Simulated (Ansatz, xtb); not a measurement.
**Ligand exchange: SnH3Br + CHF3 → SnH3F + CHBrF2**

Species: SnH3Br `[Br][SnH3]`, singlet; CHF3 `FC(F)F`, singlet; SnH3F `[F][SnH3]`, singlet; CHBrF2 (bromodifluoromethane) `FC(F)Br`, singlet. The partners trade Br for F: Sn–Br and C–F bonds give way to Sn–F and C–Br.

Shapes, held fixed at every level: PBE0-D4/def2-TZVP. Programs: Ansatz 0.2.0, xtb 6.7.1. The zero-point and thermal change to 298 K, harmonic and unscaled (PBE0-D4/def2-TZVP), is -3.7 kJ/mol.

Q: Estimate ΔH(298 K) of this reaction.

A: The highest level, CCSD(T)/def2-TZVPP, gives ΔH(298 K) = +86.4 kJ/mol; the levels span +81.5 to +111.2. The column of differences is taken from that level and isn't an error. No measured value is set beside it here. For atoms past krypton def2 sets carry core potentials with scalar relativity. Relativity is left out for Br. Outer-core shells of Br, Sn are correlated in most correlated rows, in sets that cover them unevenly. Times are processor times on shared x86 and Arm servers, and rough.

```
               level                    kind  ΔH(298 K) (kJ/mol)  less CCSD(T)/def2-TZVPP  CPU time (sum over the molecules)
            GFN2-xTB          semi-empirical              +101.4                    +15.0                             0.15 s
    SPW92/def2-TZVPP                     LDA               +85.4                     -1.0                              7.4 s
r2SCAN-D4/def2-TZVPP                meta-GGA               +81.5                     -4.9                               29 s
 BHLYP-D4/def2-TZVPP           global hybrid               +95.6                     +9.2                               16 s
  PBE0-D4/def2-TZVPP           global hybrid               +89.0                     +2.6                               15 s
  wB97X-V/def2-TZVPP  range-separated hybrid               +83.6                     -2.8                               46 s
        MP2/def2-SVP     perturbation theory              +111.2                    +24.8                                  –
      MP2/def2-TZVPP     perturbation theory               +85.1                     -1.3                                  –
  CCSD(T)/def2-TZVPP   coupled cluster or CI               +86.4                      0.0                              2 min
```

Every level makes the exchange strongly endothermic, so fluorine stays on carbon and bromine on tin. Bond polarity alone would suggest the opposite, since tin is the more electropositive centre and gains more ionic character from fluoride. What outweighs this is probably the strength of the C–F bond in CHF3: carbon's compact valence orbitals overlap well with fluorine 2p, and geminal fluorines reinforce one another through lone-pair donation into neighbouring C–F σ* orbitals. Replacing one of them with bromine gives up part of that stabilisation and leaves a much weaker C–Br bond, which the gain from Sn–Br to Sn–F doesn't repay.

The basis set matters more here than the step from MP2 to CCSD(T). MP2 falls from +111.2 to +85.1 kJ/mol on going from def2-SVP to def2-TZVPP, possibly because the small set underdescribes the more anionic fluorine on tin. With two molecules on each side, entropy is unlikely to overturn the preference for reactants. The energies don't give the height of the barrier to exchange, though the forward barrier must be at least about as large as the endothermicity.
